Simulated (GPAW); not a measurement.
Crystal: Ti3Pt.

```xyz
8
Lattice="5.0300 0.0000 0.0000 0.0000 5.0300 0.0000 0.0000 0.0000 5.0300" Properties=species:S:1:pos:R:3 pbc="T T T"
Pt    2.5150    2.5150    2.5150
Pt    0.0000    0.0000    0.0000
Ti    0.0000    2.5150    1.2575
Ti    0.0000    2.5150    3.7725
Ti    2.5150    1.2575    0.0000
Ti    3.7725    0.0000    2.5150
Ti    2.5150    3.7725    0.0000
Ti    1.2575    0.0000    2.5150
```

- Program: GPAW 26.7.0
- Task: relaxation of cell and atoms
- Functional: PBEsol
- Potentials or basis: PAW data sets generated in the run's folder for this functional
- Cutoff: 600 eV
- Basis: pw
- k mesh: 4 × 4 × 4
- Occupations: fermi-dirac, width 0.05 eV
- Spin: no spin polarisation

At the start: pressure -4.8 GPa; volume 15.91 Å³/atom.

Question: How do energy, volume and symmetry change on relaxing?

Answer: Over 3 steps the energy falls by 5.2 meV/atom and the volume is 15.43 Å³/atom (-3.0 %); space group Pm-3n (No. 223, to 0.05 Å).

Step by step:
```
step  energy change (eV)  largest force (eV/Å)  pressure (GPa)  volume (Å³)
   1              0.0000                0.0000           -4.85       127.26
   2             -0.0079                0.0000           -4.45       126.94
   3             -0.0419                0.0000            0.16       123.40
```

Final structure:
```xyz
8
Lattice="4.9786 0.0000 0.0000 0.0000 4.9786 0.0000 0.0000 0.0000 4.9786" Properties=species:S:1:pos:R:3 pbc="T T T"
Pt    2.4893    2.4893    2.4893
Pt    0.0000    0.0000    0.0000
Ti    0.0000    2.4893    1.2447
Ti    0.0000    2.4893    3.7340
Ti    2.4893    1.2447    0.0000
Ti    3.7340    0.0000    2.4893
Ti    2.4893    3.7340    0.0000
Ti    1.2447    0.0000    2.4893
```

Caveat: later steps reuse the first step's grids.
